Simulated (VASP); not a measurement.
# Ca in VASP: convergence with vacuum

Aim: find how far vacuum must go before the results for Ca settle, at PBE. This setting moves, with any that are tied to it; all else stays.

Program: VASP 6.6.1. These are calculated values, not measurements. Logs are shortened: lines on timing, memory, paths and dates and some standing lists are left out, and cuts for length are marked.

### Step 1. The slab as given

The cell holds a slab with vacuum, 4 atoms: a = 3.846 Å, b = 3.846 Å, c = 13.550 Å, α = 90.00°, β = 90.00°, γ = 66.25°.

The slab is cut from a database's or a generator's crystal, which needn't be the stable form of the element.

### Step 2. With vacuum 4

INCAR reads:

```
SYSTEM = Ca
ALGO     = Fast           ! electronic algorithm
DIPOL    = 0.5 0.5 0.500
EDIFF    = 1E-6           ! SCF threshold, eV
ENCUT    = 520            ! plane-wave cutoff, eV
GGA      = PE             ! functional
IDIPOL   = 3            
ISIF     = 2              ! what is computed and relaxed
ISMEAR   = 0              ! smearing method
LASPH    = .True.         ! aspherical terms in the spheres
LCHARG   = .False.        ! write CHGCAR
LDIPOL   = .True.       
LREAL    = .False.        ! projectors in reciprocal space
LWAVE    = .False.        ! write WAVECAR
NELM     = 60             ! most SCF steps
PREC     = Accurate       ! precision mode
SIGMA    = 0.02           ! smearing width, eV
```

KPOINTS reads:

```
k-points
0
Gamma
  8 8 1
  0 0 0
```

POSCAR reads:

```
Ca
1.0
    3.8460739625      0.0000000000      0.0000000000
    1.5490424211      3.5203341464      0.0000000000
    0.0000000000      0.0000000000     13.5497226215
Ca
4
Direct
    0.1354587196      0.1354587196      0.1476044976
    0.5590978660      0.5590978660      0.3825348325
    0.9827370123      0.9827370123      0.6174651675
    0.4063761587      0.4063761587      0.8523955024
```

Potentials or basis: VASP PAW PBE potentials, release 64 (Ca_sv).

Launch:

```bash
$ cat potpaw_PBE.64/Ca_sv/POTCAR > POTCAR
$ mpirun -np 1 vasp_std > vasp.out
```

OUTCAR:

```text
SYSTEM = Ca
   EDIFF = 1E-6
   ENCUT = 520
   GGA = PE
   ISIF = 2
   ISMEAR = 0
   LASPH = .True.
   LREAL = .False.
   NELM = 60
   PREC = Accurate

 Found     21 irreducible k-points:

 Following reciprocal coordinates:
            Coordinates               Weight
  0.000000  0.000000  0.000000      1.000000
  0.125000  0.000000  0.000000      4.000000
  0.250000  0.000000  0.000000      4.000000
  0.375000  0.000000  0.000000      4.000000
  0.500000  0.000000  0.000000      2.000000
  0.125000  0.125000  0.000000      2.000000
   k-points           NKPTS =     21   k-points in BZ     NKDIM =     21   number of bands    NBANDS=     24
   number of dos      NEDOS =    301   number of ions     NIONS =      4
   total plane-waves  NPLWV =  97200
   dimension x,y,z NGX =    30 NGY =   30 NGZ =  108
   dimension x,y,z NGXF=    60 NGYF=   60 NGZF=  216
   ions per type =               4
   NGX,Y,Z   is equivalent  to a cutoff of  12.97, 12.97, 13.25 a.u.
   NGXF,Y,Z  is equivalent  to a cutoff of  25.93, 25.93, 26.50 a.u.
 SYSTEM =  Ca
   PREC   = accura    normal or accurate (medium, high low for compatibility)
   ISTART =      0    job   : 0-new  1-cont  2-samecut
   ICHARG =      2    charge: 1-file 2-atom 10-const
   ISPIN  =      1    spin polarized calculation?
   LNONCOLLINEAR =      F non collinear calculations
   LSORBIT =      F    spin-orbit coupling
   LASPH  =      T    aspherical Exc in radial PAW
   ENCUT  =  520.0 eV  38.22 Ry    6.18 a.u.   7.15  7.15 25.19*2*pi/ulx,y,z
   NELM   =     60;   NELMIN=  2; NELMDL= -5     # of ELM steps
   EDIFF  = 0.1E-05   stopping-criterion for ELM
   LREAL  =      F    real-space projection
[... 7 lines left out ...]
   TEBEG  =    0.0;   TEEND  =   0.0 temperature during run
[... 38 lines left out ...]
  ext. energy  EPLUGINS =         0.00000000
  ---------------------------------------------------
  free energy    TOTEN  =        -7.37885944 eV

  energy without entropy =       -7.37640151  energy(sigma->0) =       -7.37763048

 E-fermi :   1.6705     XC(G=0):  -7.4663

 val. band max:        1.6677273299   @ k =  -0.2500   0.1250   0.0000
 cond. band min:       1.6779565742   @ k =   0.3750   0.3750   0.0000
 fundamental gap:      0.0102292443
 Fermi energy:         1.6704716794

 k-point     1 :       0.0000    0.0000    0.0000
  band No.  band energies     occupation
      1     -40.6971      2.00000
      2     -40.6964      2.00000
      3     -40.4314      2.00000
      4     -40.4249      2.00000
      5     -21.6744      2.00000
      6     -21.6600      2.00000
[... 151 lines left out ...]
     23       3.0833      0.00000
     24       3.5008      0.00000

 [... further k-points ...]

------------------------ aborting loop because EDIFF is reached ----------------------------------------

 vacuum level on the upper side and lower side of the slab       (xc-potential included)        -5.594        -5.594

  FORCE on cell =-STRESS in cart. coord.  units (eV):
  Direction    XX          YY          ZZ          XY          YZ          ZX
  --------------------------------------------------------------------------------------
  -------------------------------------------------------------------------------------
  Total       -0.6525309     -1.0498633     -1.0630798      0.4514862     -0.1333843     -0.2044192
  in kB       -5.6987519     -9.1687767     -9.2842004      3.9429671     -1.1648859     -1.7852552
  external PRESSURE =      -8.0505763 kB  Pullay stress =       0.0000000 kB

 VOLUME and BASIS-vectors are now :
 -----------------------------------------------------------------------------
  energy-cutoff  :      520.00
  volume of cell :      183.46
      direct lattice vectors                 reciprocal lattice vectors
     3.846073963  0.000000000  0.000000000     0.260005400 -0.114409422  0.000000000
     1.549042421  3.520334146  0.000000000     0.000000000  0.284063943  0.000000000
     0.000000000  0.000000000 13.549722622     0.000000000  0.000000000  0.073802249

 POSITION                                       TOTAL-FORCE (eV/Angst)
 -----------------------------------------------------------------------------------
      0.73082      0.47686      2.00000        -0.026328     -0.017179     -0.292317
      3.01640      1.96821      5.18324        -0.002831     -0.001847     -0.014078
      5.30198      3.45956      8.36648         0.002831      0.001847      0.014078
      2.19245      1.43058     11.54972         0.026328      0.017179      0.292317
 -----------------------------------------------------------------------------------
    total drift:                                0.000010      0.000007      0.000007

  FREE ENERGIE OF THE ION-ELECTRON SYSTEM (eV)
  ---------------------------------------------------
  free  energy   TOTEN  =        -7.3788594412 eV

  energy  without entropy=       -7.3764015095  energy(sigma->0) =       -7.37763048

 vacuum level on the upper side and lower side of the slab        -1.304        -1.304
```

OSZICAR:

```text
N       E                     dE             d eps       ncg     rms          rms(c)
DAV:   1     0.386712725063E+03    0.38671E+03   -0.19966E+04  1056   0.149E+03
DAV:   2     0.176976469123E+02   -0.36902E+03   -0.36768E+03  1048   0.448E+02
DAV:   3    -0.514766549625E+01   -0.22845E+02   -0.22706E+02  1672   0.774E+01
DAV:   4    -0.746426288580E+01   -0.23166E+01   -0.23080E+01  1624   0.221E+01
[... 33 lines left out ...]
RMM:  38    -0.737885466933E+01   -0.15176E-05   -0.15302E-05   357   0.286E-03    0.236E-03
RMM:  39    -0.737885611699E+01   -0.14477E-05   -0.14809E-05   365   0.275E-03    0.243E-03
RMM:  40    -0.737885732124E+01   -0.12043E-05   -0.12242E-05   350   0.269E-03    0.241E-03
RMM:  41    -0.737885849275E+01   -0.11715E-05   -0.11783E-05   361   0.274E-03    0.247E-03
RMM:  42    -0.737885944122E+01   -0.94847E-06   -0.99177E-06   389   0.272E-03
   1 F= -.73788594E+01 E0= -.73776305E+01  d E =-.245793E-02
```

Run time: 3 min. Hardware: 1 thread of Intel Xeon 6975P-C (Granite Rapids), shared host; peak memory 0.34 GiB.

What came out:

```yaml
Free_energy: -7.3789 eV
Largest_force: 0.294 eV/Å
Band_gap_on_the_k_mesh: none (metal or under the smearing width)
```

### Step 3. With vacuum 6

INCAR is that of step 2.

KPOINTS is that of step 2.

POSCAR reads:

```
Ca
1.0
    3.8460739625      0.0000000000      0.0000000000
    1.5490424211      3.5203341464      0.0000000000
    0.0000000000      0.0000000000     15.5497226215
Ca
4
Direct
    0.1354587196      0.1354587196      0.1929294865
    0.5590978660      0.5590978660      0.3976431622
    0.9827370123      0.9827370123      0.6023568378
    0.4063761587      0.4063761587      0.8070705135
```

Potentials or basis: VASP PAW PBE potentials, release 64 (Ca_sv).

Launch:

```bash
$ cat potpaw_PBE.64/Ca_sv/POTCAR > POTCAR
$ mpirun -np 1 vasp_std > vasp.out
```

Wall time 2.6 min (1 thread of Intel Xeon 6975P-C (Granite Rapids), shared host); peak memory 0.35 GiB.

Results:

```
Free energy            : -6.9558 eV
Largest force          : 0.054 eV/Å
Band gap on the k mesh : none (metal or under the smearing width)
```

### Step 4. With vacuum 8

INCAR is that of step 3.

KPOINTS is that of step 3.

POSCAR reads:

```
Ca
1.0
    3.8460739625      0.0000000000      0.0000000000
    1.5490424211      3.5203341464      0.0000000000
    0.0000000000      0.0000000000     17.5497226215
Ca
4
Direct
    0.1354587196      0.1354587196      0.2279238303
    0.5590978660      0.5590978660      0.4093079434
    0.9827370123      0.9827370123      0.5906920566
    0.4063761587      0.4063761587      0.7720761697
```

Launch:

```bash
$ cat potpaw_PBE.64/Ca_sv/POTCAR > POTCAR
$ mpirun -np 1 vasp_std > vasp.out
```

It took 3.2 min on 1 thread of Intel Xeon 6975P-C (Granite Rapids), shared host; peak memory 0.4 GiB.

Results:

| Item | Value |
| --- | --- |
| Free energy | -6.8936 eV |
| Largest force | 0.082 eV/Å |
| Band gap on the k mesh | none (metal or under the smearing width) |

### Step 5. With vacuum 10

INCAR is that of step 4.

KPOINTS is that of step 4.

POSCAR reads:

```
Ca
1.0
    3.8460739625      0.0000000000      0.0000000000
    1.5490424211      3.5203341464      0.0000000000
    0.0000000000      0.0000000000     19.5497226215
Ca
4
Direct
    0.1354587196      0.1354587196      0.2557581044
    0.5590978660      0.5590978660      0.4185860348
    0.9827370123      0.9827370123      0.5814139652
    0.4063761587      0.4063761587      0.7442418956
```

Launch:

```bash
$ cat potpaw_PBE.64/Ca_sv/POTCAR > POTCAR
$ mpirun -np 1 vasp_std > vasp.out
```

It took 3.9 min on 1 thread of Intel Xeon 6975P-C (Granite Rapids), shared host; peak memory 0.4 GiB.

What came out:

- Free energy: -6.8896 eV
- Largest force: 0.089 eV/Å
- Band gap on the k mesh: none (metal or under the smearing width)

### Step 6. With vacuum 12

INCAR is that of step 5.

KPOINTS is that of step 5.

POSCAR reads:

```
Ca
1.0
    3.8460739625      0.0000000000      0.0000000000
    1.5490424211      3.5203341464      0.0000000000
    0.0000000000      0.0000000000     21.5497226215
Ca
4
Direct
    0.1354587196      0.1354587196      0.2784258575
    0.5590978660      0.5590978660      0.4261419525
    0.9827370123      0.9827370123      0.5738580475
    0.4063761587      0.4063761587      0.7215741425
```

Potentials or basis: VASP PAW PBE potentials, release 64 (Ca_sv).

Launch:

```bash
$ cat potpaw_PBE.64/Ca_sv/POTCAR > POTCAR
$ mpirun -np 1 vasp_std > vasp.out
```

It took 4.3 min on 1 thread of Intel Xeon 6975P-C (Granite Rapids), shared host; peak memory 0.42 GiB.

Results:

```yaml
Free_energy: -6.8881 eV
Largest_force: 0.089 eV/Å
Band_gap_on_the_k_mesh: none (metal or under the smearing width)
```

### Step 7. With vacuum 15

INCAR is that of step 6.

KPOINTS is that of step 6.

POSCAR reads:

```
Ca
1.0
    3.8460739625      0.0000000000      0.0000000000
    1.5490424211      3.5203341464      0.0000000000
    0.0000000000      0.0000000000     24.5497226215
Ca
4
Direct
    0.1354587196      0.1354587196      0.3055024334
    0.5590978660      0.5590978660      0.4351674778
    0.9827370123      0.9827370123      0.5648325222
    0.4063761587      0.4063761587      0.6944975666
```

Launch:

```bash
$ cat potpaw_PBE.64/Ca_sv/POTCAR > POTCAR
$ mpirun -np 1 vasp_std > vasp.out
```

Wall time 6.1 min (1 thread of Intel Xeon 6975P-C (Granite Rapids), shared host); peak memory 0.49 GiB.

Results:

```yaml
Free_energy: -6.8877 eV
Largest_force: 0.088 eV/Å
Band_gap_on_the_k_mesh: none (metal or under the smearing width)
```

### Step 8. With vacuum 20

INCAR is that of step 7.

KPOINTS is that of step 7.

POSCAR reads:

```
Ca
1.0
    3.8460739625      0.0000000000      0.0000000000
    1.5490424211      3.5203341464      0.0000000000
    0.0000000000      0.0000000000     29.5497226215
Ca
4
Direct
    0.1354587196      0.1354587196      0.3384126521
    0.5590978660      0.5590978660      0.4461375507
    0.9827370123      0.9827370123      0.5538624493
    0.4063761587      0.4063761587      0.6615873479
```

Launch:

```bash
$ cat potpaw_PBE.64/Ca_sv/POTCAR > POTCAR
$ mpirun -np 1 vasp_std > vasp.out
```

It took 7.3 min on 1 thread of Intel Xeon 6975P-C (Granite Rapids), shared host; peak memory 0.54 GiB.

It converged, with:

| Item | Value |
| --- | --- |
| Free energy | -6.8875 eV |
| Largest force | 0.090 eV/Å |
| Band gap on the k mesh | none (metal or under the smearing width) |

### Step 9. Result

| vacuum | energy less the tightest run, at zero smearing (meV/atom) | largest force (eV/Å) | SCF cycles | CPU time (s) | peak memory (GiB) |
| --- | --- | --- | --- | --- | --- |
| 4 | -122.62 | 0.294 | 42 | 180 | 0.34 |
| 6 | -16.90 | 0.054 | 27 | 150 | 0.35 |
| 8 | -1.48 | 0.082 | 31 | 190 | 0.4 |
| 10 | -0.52 | 0.089 | 36 | 240 | 0.4 |
| 12 | -0.13 | 0.089 | 34 | 260 | 0.42 |
| 15 | -0.03 | 0.088 | 39 | 370 | 0.49 |
| 20 | 0.00 | 0.090 | 34 | 430 | 0.54 |

Against the tightest run, the energy stays within 1 meV/atom from 10 on; the largest force stays within 0.005 eV/Å from 10 on. The tightest run that finished is the yardstick and may itself not be fully converged.
